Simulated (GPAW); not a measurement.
**Rh in GPAW: convergence with convergence criteria**

Rh:

```
CELL_PARAMETERS angstrom
2.73098 0.00000 0.00000
-1.36549 2.36510 0.00000
0.00000 0.00000 4.42849
ATOMIC_POSITIONS crystal
Rh 0.33333 0.66667 0.25000
Rh 0.66667 0.33333 0.75000
```

This isn't the form of Rh at room conditions, which is fcc.

* Program: GPAW 26.7.0
* Task: convergence study
* Functional: PBEsol
* Potentials or basis: PAW data sets generated in the run's folder for this functional
* Cutoff: 600 eV
* Basis: pw
* k mesh: 8 × 8 × 5
* Occupations: fermi-dirac, width 0.05 eV
* Spin: no spin polarisation

These are the settings of the first run; the series varies convergence criteria, with any setting tied to it.

Hardware: 1 thread of Arm Neoverse V1, on a shared host.

```csv
convergence criteria,"energy less the tightest run, at zero smearing (meV/atom)",pressure (GPa),SCF cycles,CPU time (s),peak memory (GiB)
density=0.001 energy=0.01 eigenstates=0.0001,0.00,-11.41,6,15,0.15
default,0.00,-11.20,8,20,0.15
density=1e-05 energy=1e-05,0.00,-11.18,10,22,0.15
density=1e-05 forces=0.0001,0.00,-11.18,11,23,0.15
density=1e-06 energy=1e-06 eigenstates=1e-10,0.00,-11.18,11,25,0.15
```

Against the tightest run, the energy stays within 1 meV/atom from density=0.001 energy=0.01 eigenstates=0.0001 on; the pressure stays within 0.1 GPa from default on. The tightest run that finished is the yardstick and may itself not be fully converged.
